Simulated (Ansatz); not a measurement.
## TiAl₂: competing structures

Computed with DFT r2SCAN, scalar-relativistic, plane waves, PAW (Ansatz). All cells share a 500 eV cutoff and Γ-centred k meshes spaced at most 0.3 Å⁻¹ (0.19 for metals, 2π included).

All energies are static (0 K, no zero-point motion). The comparison covers the computed candidates alone. For metals, differences of a few meV/atom aren't resolved. No run is spin-polarised.

```csv
#,started from,space group,atoms,V (Å³/atom),ΔE (meV/atom),gap on mesh (eV)
1,database cell,I4_1/amd (No. 141),12,15.7,0,0.00
2,database cell,Cmmm (No. 65),6,15.7,4,0.00
```

The first two are tied within the noise. The first: Space group I4_1/amd (No. 141), tetragonal, a = 3.950 Å, c = 24.153 Å. Ti has 10 Al at 2.73–2.86 Å and 2 Ti at 3.01 Å; Al on Wyckoff site e (4 atoms of the primitive cell) has 6 Al at 2.72–2.87 Å and 6 Ti at 2.80–2.86 Å; Al on Wyckoff site e (4 atoms of the primitive cell) is coordinated by 4 Ti at 2.73 Å and 8 Al at 2.79–2.87 Å. Its energy against the elements is -0.47 eV/atom. The zero of energy is the lowest elemental structures computed at the same level; no fitted shifts are applied.

```xyz
12
Lattice="-1.9751 1.9751 12.0763 1.9751 -1.9751 12.0763 1.9751 1.9751 -12.0763" Properties=species:S:1:pos:R:3 pbc="T T T"
Ti    0.0000    1.9751    4.1541
Ti    0.0000    0.0000   22.2685
Ti    0.0000    1.9751    7.9222
Ti    0.0000    0.0000    1.8841
Al    0.0000    0.0000    9.9917
Al    0.0000    0.0000    6.0380
Al    0.0000    0.0000   18.1145
Al    1.9751    0.0000    8.1227
Al    1.9751    0.0000    3.9536
Al    0.0000    1.9751    0.0001
Al    0.0000    1.9751   12.0762
Al    0.0000    0.0000   14.1609
```

The second: Space group Cmmm (No. 65), orthorhombic, a = 3.913 Å, b = 12.068 Å, c = 3.993 Å. Around Ti lie 10 Al at 2.72–2.87 Å and 2 Ti at 2.99 Å; around Al on Wyckoff site a (1 atom of the primitive cell) lie 4 Ti at 2.72 Å and 8 Al at 2.80–2.88 Å; Al on Wyckoff site j (2 atoms of the primitive cell) has 6 Al at 2.71–2.88 Å and 6 Ti at 2.80–2.87 Å; Al on Wyckoff site c (1 atom of the primitive cell) has 4 Ti at 2.75 Å and 8 Al at 2.80–2.86 Å.